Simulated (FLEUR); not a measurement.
# MgO (Fm-3m) in FLEUR: single point with PBEsol

Aim: the single point of MgO with PBEsol.

Program: FLEUR MaX-R8.1 (later development tree). These are calculated values, not measurements. Logs are shortened: lines on timing, memory, paths and dates and some standing lists are left out, and cuts for length are marked.

**Experimental background.**

“Electronic structure of alkaline earth and post-transition metal oxides”, 2009, arxiv:0908.1581 quotes, for a bulk crystal of MgO: band gap 7.83 eV.

How close the calculation comes is told below.

**1. The crystal as given**

Symmetry: Fm-3m, No. 225, cubic system. The conventional cell has a = 4.194 Å, b = 4.194 Å, c = 4.194 Å, α = 90.00°, β = 90.00°, γ = 90.00°. Mg (site symmetry m-3m) has 6 O at 2.10 Å as nearest neighbours. O (site symmetry m-3m) is surrounded by 6 Mg at 2.10 Å.

The cell is a database's computed one.

**2. Single point, PBEsol**

inp.xml reads:

```xml
<?xml version="1.0" encoding="UTF-8" standalone="no"?>
<fleurInput fleurInputVersion="0.39">
   <comment>
      MgO                                                                                                 
   </comment>
   <calculationSetup>
      <cutoffs Kmax="5.13" Gmax="15.9" GmaxXC="15.9" numbands="0"/>
      <scfLoop itmax="60" minDistance="0.00001" maxIterBroyd="15" imix="Anderson" alpha="0.05" precondParam="0.0" spinf="2.0" sdNocoIR="T"/>
      <coreElectrons ctail="T" frcor="F" kcrel="0" coretail_lmax="0"/>
      <xcFunctional name="PBEs" relativisticCorrections="F"/>
      <magnetism jspins="1"/>
      <soc l_soc="F" theta="0.0" phi="0.0" spav="F"/>
      <expertModes spex="0" secvar="F"/>
      <geometryOptimization l_f="F" forcealpha="1.0" forcemix="BFGS" epsdisp="0.00001" epsforce="0.00001"/>
      <ldaU l_linMix="F" mixParam="0.05" spinf="1.0"/>
   </calculationSetup>
   <cell>
      <bzIntegration valenceElectrons="16.0" mode="hist" fermiSmearingEnergy="0.00183747">
         <kPointListSelection listName="default-1"/>
         <!-- k-points included here -->
         <xi:include xmlns:xi="http://www.w3.org/2001/XInclude" href="kpts.xml"> </xi:include>
      </bzIntegration>
      <!-- symmetry operations included here -->
      <xi:include xmlns:xi="http://www.w3.org/2001/XInclude" href="sym.xml"> </xi:include>
      <bulkLattice scale="1.0">
         <bravaisMatrix>
            <row-1>    0.0000000000000000     3.9627583151077737     3.9627583151077737</row-1>
            <row-2>    3.9627583151077737     0.0000000000000000     3.9627583151077737</row-2>
            <row-3>    3.9627583151077737     3.9627583151077737     0.0000000000000000</row-3>
         </bravaisMatrix>
      </bulkLattice>
   </cell>
   <atomSpecies>
      <species name="Magnesium (Mg)" element="Mg" atomicNumber="12">
         <mtSphere radius="1.91" gridPoints="651" logIncrement="0.017"/>
         <atomicCutoffs lmax="8" lnonsphr="8"/>
         <electronConfig flipSpins="F">
            <coreConfig>(1s1/2)</coreConfig>
            <valenceConfig>(2s1/2) (2p1/2) (2p3/2) (3s1/2)</valenceConfig>
         </electronConfig>
         <energyParameters s="3" p="2" d="3" f="4"/>
         <lo type="SCLO" l="0" n="2" eDeriv="0"/>
         <lo type="HELO" l="1" n="3" eDeriv="0"/>
         <lo type="HELO" l="1" n="3" eDeriv="1"/>
         <lo type="SCLO" l="2" n="3" eDeriv="2"/>
         <lo type="SCLO" l="3" n="4" eDeriv="2"/>
      </species>
      <species name="Oxygen (O)" element="O" atomicNumber="8">
         <mtSphere radius="1.65" gridPoints="563" logIncrement="0.019"/>
         <atomicCutoffs lmax="8" lnonsphr="8"/>
         <electronConfig flipSpins="F">
            <coreConfig>(1s1/2)</coreConfig>
            <valenceConfig>(2s1/2) (2p1/2) (2p3/2)</valenceConfig>
            <stateOccupation state="(2p1/2)" spinUp="0.666667" spinDown="0.666667"/>
            <stateOccupation state="(2p3/2)" spinUp="1.333333" spinDown="1.333333"/>
         </electronConfig>
         <energyParameters s="2" p="2" d="3" f="4"/>
         <lo type="SCLO" l="0" n="2" eDeriv="2"/>
         <lo type="SCLO" l="1" n="2" eDeriv="2"/>
         <lo type="SCLO" l="2" n="3" eDeriv="2"/>
      </species>
   </atomSpecies>
   <atomGroups>
      <atomGroup species="Magnesium (Mg)">
         <relPos label="                   1">.0000000000 .0000000000 .0000000000</relPos>
         <force calculate="T" relaxXYZ="TTT"/>
      </atomGroup>
      <atomGroup species="Oxygen (O)">
         <relPos label="                   2">1.000/2.000 1.000/2.000 1.000/2.000</relPos>
         <force calculate="T" relaxXYZ="TTT"/>
      </atomGroup>
   </atomGroups>
   <output dos="F" band="F" slice="F">
      <checks vchk="F" cdinf="F"/>
      <bandDOS minEnergy="-.5*Htr" maxEnergy="0.5*Htr" sigma="0.015" storeEVData="T"/>
      <vacuumDOS vacdos="F" integ="F" star="F" nstars="0" locx1="0.0" locy1="0.0" locx2="0.0" locy2="0.0" nstm="0" tworkf="0.0"/>
      <unfoldingBand unfoldBand="F" supercellX="1" supercellY="1" supercellZ="1"/>
      <plotting iplot="0" polar="F">
         <plot TwoD="T" vec1="  1.0  0.0  0.0" vec2="  0.0  1.0  0.0" vec3="  0.0  0.0  1.0" zero="  0.0  0.0  0.0" file="plot"/>
      </plotting>
      <chargeDensitySlicing numkpt="0" minEigenval="0.0" maxEigenval="0.0" nnne="0" pallst="F"/>
      <specialOutput eonly="F"/>
      <moessbauerParams electricFieldGradient="T" isomerShift="T" coreHyperfine="T" valenceHyperfine="T"/>
      <magneticCircularDichroism mcd="F" energyLo="-10.0" energyUp="0.0"/>
   </output>
  <!-- We include the file relax.xml here to enable relaxations (see documentation) -->
  <xi:include xmlns:xi="http://www.w3.org/2001/XInclude" href="relax.xml"> <xi:fallback/> </xi:include>
</fleurInput>
```

crystal.txt reads:

```
MgO
&input cartesian=F /
0.0000000000  2.0970013927  2.0970013927
2.0970013927  0.0000000000  2.0970013927
2.0970013927  2.0970013927  0.0000000000
1.8897261246
1.0 1.0 1.0

2
12 0.0000000000  0.0000000000  0.0000000000
8 0.5000000000  0.5000000000  0.5000000000

&kpt div1=11 div2=11 div3=11 gamma=T /
```

Potentials or basis: all-electron, FLAPW.

Launch:

```sh
inpgen -f crystal.txt -profile fastHighL
# inp.xml edited to the form shown
fleur_MPI
```

Standard output:

```text
Welcome to FLEUR        (www.flapw.de)
      MaX-Release 8.1          (www.max-centre.eu)

 ========== k-point set info ==========
 Selected k-point list: default-1
 k-point list type: mesh
 11 x 11 x 11
 Number of k points: 56

 ------------Calculation Setup---------------------------
 Number of MPI-tasks      :            1
 Number of PE/node        :            1
 Number of OMP-threads    :            1
 Most efficient MPI parallelization for:
           1           2           4           7           8          14          28          56
 Additional eigenvalue parallelization possible
 Number of basis functions:          365
 Approximate size of matrices (H+S) per k-point:         0.002 GB
 --------------------------------------------------------
 Iteration:     1   Distance:      24.65442727 me/bohr^3
 Iteration:     2   Distance:      21.09828493 me/bohr^3
 Iteration:     3   Distance:       7.05598638 me/bohr^3
 Iteration:     4   Distance:       4.27163456 me/bohr^3
 Iteration:     5   Distance:       0.57939270 me/bohr^3
 Iteration:     6   Distance:       1.12441287 me/bohr^3
 Iteration:     7   Distance:       0.19260808 me/bohr^3
 Iteration:     8   Distance:       0.06394488 me/bohr^3
 Iteration:     9   Distance:       0.03164437 me/bohr^3
 Iteration:    10   Distance:       0.00051436 me/bohr^3
 Iteration:    11   Distance:       0.00055483 me/bohr^3
 Iteration:    12   Distance:       0.00003908 me/bohr^3
 Iteration:    13   Distance:       0.00000477 me/bohr^3

 ********************************************************************
 Run finished successfully
 Stop message:
   all done
 ********************************************************************
```

out.xml (last iteration):

```text
<iteration numberForCurrentRun="   13" overallNumber="   13">
         <energyParameters units="Htr">
            <atomicEP atomType="1" spin="1" branch="3s" branchLowest="-2.41" branchHighest="2.91" value="0.1216684883"/>
            <atomicEP atomType="1" spin="1" branch="2p" branchLowest="-9.99" branchHighest="-1.17" value="-1.2241121100"/>
            <atomicEP atomType="1" spin="1" branch="3d" branchLowest="-9.99" branchHighest="3.02" value="0.3959387340"/>
            <atomicEP atomType="1" spin="1" branch="4f" branchLowest="-9.99" branchHighest="5.61" value="0.5583930980"/>
            <loAtomicEP atomType="1" spin="1" branch="2s" branchLowest="-45.69" branchHighest="-2.41" value="-2.4414802427"/>
            <heloAtomicEP atomType="1" spin="1" branch="3p" branchLowest="1.89" branchHighest="1.89" value="1.8928895359"/>
            <heloAtomicEP atomType="1" spin="1" branch="3p" branchLowest="1.89" branchHighest="1.89" value="1.8928895359"/>
            <loAtomicEP atomType="1" spin="1" branch="3d" branchLowest="-9.99" branchHighest="3.02" value="0.3959395025"/>
            <loAtomicEP atomType="1" spin="1" branch="4f" branchLowest="-9.99" branchHighest="5.61" value="0.5583959581"/>
            <atomicEP atomType="2" spin="1" branch="2s" branchLowest="-18.23" branchHighest="0.29" value="-0.4038479543"/>
            <atomicEP atomType="2" spin="1" branch="2p" branchLowest="-9.99" branchHighest="0.81" value="0.0778486643"/>
            <atomicEP atomType="2" spin="1" branch="3d" branchLowest="-9.99" branchHighest="4.51" value="0.4055700111"/>
            <atomicEP atomType="2" spin="1" branch="4f" branchLowest="-9.99" branchHighest="7.78" value="0.5662139794"/>
            <loAtomicEP atomType="2" spin="1" branch="2s" branchLowest="-18.23" branchHighest="0.29" value="-0.4038479543"/>
            <loAtomicEP atomType="2" spin="1" branch="2p" branchLowest="-9.99" branchHighest="0.81" value="0.0776124119"/>
            <loAtomicEP atomType="2" spin="1" branch="3d" branchLowest="-9.99" branchHighest="4.51" value="0.4055708153"/>
         </energyParameters>
         <eigenvalues>
            <eigenvaluesAt spin="1" ikpt="1" k_x="0.00000000" k_y="0.00000000" k_z="0.00000000">
                      -2.4417303428       -1.2260983547       -1.2260983547       -1.2260983547       -0.4356052936
                       0.1986768027        0.1986768027        0.1986768027        0.3736023767        0.7760937219
                       0.7760937219        0.7760937219        0.9177642177
            </eigenvaluesAt>
            <eigenvaluesAt spin="1" ikpt="2" k_x="0.00000000" k_y="0.00000000" k_z="0.09090909">
                      -2.4417022286       -1.2263757311       -1.2261259641       -1.2261259641       -0.4321490562
                       0.1780228029        0.1965376832        0.1965376832        0.3932862926        0.7353905969
                       0.7836330278        0.7836330278        0.9653299216
            </eigenvaluesAt>
            <eigenvaluesAt spin="1" ikpt="3" k_x="0.00000000" k_y="0.00000000" k_z="0.18181818">
                      -2.4416267911       -1.2271160601       -1.2262002370       -1.2262002370       -0.4224892152
                       0.1341704986        0.1909575204        0.1909575204        0.4327451548        0.6822968789
                       0.8005478124        0.8005478124        0.9389410801
            </eigenvaluesAt>
            <eigenvaluesAt spin="1" ikpt="4" k_x="0.00000000" k_y="0.00000000" k_z="0.27272727">
                      -2.4415280314       -1.2280800218       -1.2262975984       -1.2262975984       -0.4088369556
                       0.0876095129        0.1839735436        0.1839735436        0.4668617580        0.6535814739
                       0.8096585378        0.8096585378        0.9436127635
            </eigenvaluesAt>
         </eigenvalues>
         <bandgap value="4.7599673569" units="eV"/>
         <sumValenceSingleParticleEnergies value="-12.2776016323" units="Htr"/>
         <FermiEnergy value="0.1986768027" units="Htr"/>
         <valenceDensity>
            <mtCharges spin="1">
               <mtCharge atomType="1" total="8.3079416" s="2.1163492" p="6.1002564" d="0.0760782" f="0.0126124"/>
               <mtCharge atomType="2" total="5.3835953" s="1.5988189" p="3.7804200" d="0.0037478" f="0.0004966"/>
            </mtCharges>
            <spinDependentCharge spin="1" total="16.0000000" interstitial="2.3084631" mtSpheres="13.6915369"/>
            <totalCharge value="16.0000000000"/>
         </valenceDensity>
         <coreStates atomType="     1" atomicNumber=" 12" spin="1" kinEnergy="    134.6367728158" eigValSum="    -91.3776858796" lostElectrons=" 0.000000">
            <state n="1" l="0" j="0.5" energy="-45.6888429398" weight="1.0000000000"/>
         </coreStates>
         <coreStates atomType="     2" atomicNumber="  8" spin="1" kinEnergy="     58.0514706077" eigValSum="    -36.4516432194" lostElectrons=" 0.000000">
            <state n="1" l="0" j="0.5" energy="-18.2258216097" weight="1.0000000000"/>
         </coreStates>
         <allElectronCharges>
            <spinDependentCharge spin="1" total="20.0000000" interstitial="2.3084632" mtSpheres="17.6915368"/>
            <totalCharge value="19.9999999995"/>
         </allElectronCharges>
         <moessbauerParams unitsHFF="kG" unitsIS="e/bohr^3" unitsEFG="Htr/bohr^2">
            <coreIsomerShift atomType="1" isTotal="1084.33395">
               <shell n="1" l="0" isomerShift="1084.33395"/>
            </coreIsomerShift>
            <coreIsomerShift atomType="2" isTotal="303.28486">
               <shell n="1" l="0" isomerShift="303.28486"/>
            </coreIsomerShift>
            <isomerShift atomType="1" nucleusRadius="0.0000684" averageDensity="1155.28201"/>
            <isomerShift atomType="2" nucleusRadius="0.0000595" averageDensity="317.99301"/>
            <electricFieldGradient atomType="1" VXX="0.00000" VYY="0.00000" VZZ="0.00000" asymParam="0.00000">
            </electricFieldGradient>
            <electricFieldGradient atomType="2" VXX="0.00000" VYY="0.00000" VZZ="0.00000" asymParam="0.00000">
            </electricFieldGradient>
         </moessbauerParams>
         <totalEnergy                                    value="     -275.0470769572" units="Htr">
            <sumOfEigenvalues                            value="     -140.1069307314">
               <coreElectrons value="-127.8293290990"/>
               <valenceElectrons value="-12.2776016323"/>
            </sumOfEigenvalues>
            <densityCoulombPotentialIntegral value="-383.3843178368"/>
            <densityEffectivePotentialIntegral value="-415.2127820602"/>
            <chargeDenXCDenIntegral value="-24.4343753095"/>
            <FockExchangeEnergyValence value="0.0000000000"/>
            <FockExchangeEnergyCore value="0.0000000000"/>
            <atomTypeDependentContributions atomType="1">
               <electronNucleiInteractionDifferentMTs value="236.7548430018"/>
               <MadelungTerm value="-6.0386681530"/>
            </atomTypeDependentContributions>
            <atomTypeDependentContributions atomType="2">
               <electronNucleiInteractionDifferentMTs value="88.6820454642"/>
               <MadelungTerm value="-2.5508374391"/>
            </atomTypeDependentContributions>
            <tkbTimesEntropy value="0.0000000000"/>
            <freeEnergy value="-275.0470769572"/>
            <extrapolationTo0K value="-275.0470769572"/>
         </totalEnergy>
         <densityConvergence units="me/bohr^3">
            <chargeDensity spin="1" distance="0.0000047668"/>
         </densityConvergence>
      </iteration>
```

Run time: 31 s. Hardware: 1 thread of Intel Xeon Platinum 8375C at 2.90GHz (Ice Lake), shared host; peak memory 0.06 GiB.

What came out:

| Item | Value |
| --- | --- |
| Free energy | -7484.4122 eV |
| Band gap on the k mesh | 4.76 eV, direct |
| Valence electrons inside the program's atomic spheres | Mg 8.31; O 5.38 (radii Mg 1.91, O 1.65 bohr) |

Core levels (eV from the Fermi level):
| atom | levels |
| --- | --- |
| 1 Mg | 1s1/2 -1248.7 |
| 2 O | 1s1/2 -501.4 |

**3. Comparison with measurements**

Step 2. Measured gap of MgO: 7.83 eV (quoted in “Electronic structure of alkaline earth and post-transition metal oxides”, 2009, arxiv:0908.1581). This calculation gives 4.76 eV (-3.07 eV). The value is that of PBEsol, without temperature or zero-point motion. Semilocal functionals fall short of measured gaps as a rule. The cell is a database's relaxed one, not the measured one, which moves gaps too.
